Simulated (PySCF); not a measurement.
Crystal: PbSe (Clausthalite).

```
Pb Se
1.0
     0.00000    3.06065    3.06065
     3.06065    0.00000    3.06065
     3.06065    3.06065    0.00000
Pb Se
1 1
Direct
  0.00000 0.00000 0.00000
  0.50000 0.50000 0.50000
```

Base run:

* Program: PySCF 2.14.0
* Functional: PBEsol
* Potentials or basis: DZVP-MOLOPT-SR/GTH-PBE (potentials made for PBE)
* k mesh: 8 × 8 × 8
* Occupations: fermi-dirac, width 0.05 eV
* Spin: no spin polarisation

Its results: band gap on the k mesh 0.21 eV, direct.

Q: The run is repeated on the same cell with these changes: functional from PBEsol to PBE. What comes out?

A: Band gap on the k mesh 0.32 eV, direct.

Caveats: spin-orbit coupling is left out, which as a rule narrows the gap of such compounds by several tenths of an eV; the basis of atomic orbitals isn't converged, which shifts pressures, moduli and gaps.

A k mesh can miss the band edges.

Not every run made on this cell is shown here.
